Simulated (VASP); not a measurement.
Write the native input for VASP 6.6.1 that does the following.

```yaml
Task: relaxation of cell and atoms
Functional: optB86b-vdW
Potentials_or_basis: VASP PAW PBE potentials, release 64 (Ta_pv, S)
Cutoff: 600 eV
k_mesh: 15 × 15 × 6
Occupations: methfessel-paxton, width 0.1 eV
Spin: no spin polarisation
Further_INCAR_settings: ALGO = Normal; EDIFF = 1e-06; IBRION = 2; EDIFFG = -0.01; NSW = 90; ISIF = 3
```

The structure of TaS2 lies in POSCAR:

```
TaS2
1.0
    3.3500000000      0.0000000000      0.0000000000
   -1.6750000000      2.9011851027      0.0000000000
    0.0000000000      0.0000000000      5.8600000000
Ta S
1 2
Direct
    0.0000000000      0.0000000000      0.0000000000
    0.3333333333      0.6666666667      0.2500000000
    0.6666666667      0.3333333333      0.7500000000
```

These files were run (other wordings do the same):

INCAR

```
SYSTEM = TaS2
  PREC = Accurate
  ENCUT = 600
  EDIFF = 1E-6
  ISMEAR = 1
  SIGMA = 0.1
  LREAL = .False.
  LASPH = .True.
  NELM = 80
  ALGO = Normal
  ISIF = 3
  LWAVE = .False.
  LCHARG = .False.
  GGA = MK
  LUSE_VDW = .True.
  AGGAC = 0.0
  PARAM1 = 0.1234
  PARAM2 = 1.0
  IBRION = 2
  NSW = 90
  EDIFFG = -0.01
```

KPOINTS

```
Automatic mesh
0
Gamma
  15 15 6
  0 0 0
```

Potentials or basis: VASP PAW PBE potentials, release 64 (Ta_pv, S).

Run with:

```sh
$ cat potpaw_PBE.64/Ta_pv/POTCAR potpaw_PBE.64/S/POTCAR > POTCAR
$ mpirun -np 1 vasp_std > vasp.out
```

Results of the run:

```json
{
 "Relaxed volume": "19.15 Å³/atom",
 "Relaxed cell": "a = 3.348 Å, b = 3.348 Å, c = 5.918 Å, α = 90.00°, β = 90.00°, γ = 120.00°",
 "Space group after relaxing (to 0.05 Å)": "P-3m1 (No. 164)",
 "Energy gained by relaxing": "34.1 meV/atom",
 "Ionic steps": "15",
 "Pressure after relaxing": "0.0 GPa",
 "Largest force after relaxing": "0.004 eV/Å",
 "Band gap on the k mesh": "none (metal or under the smearing width)"
}
```

Caveat: the PAW data sets were made with another functional, which shifts forces and pressure a little.

Wall time 19 min on 1 thread of Intel(R) Xeon(R) 6975P-C (Granite Rapids), on a shared host, peak memory 0.54 GiB.
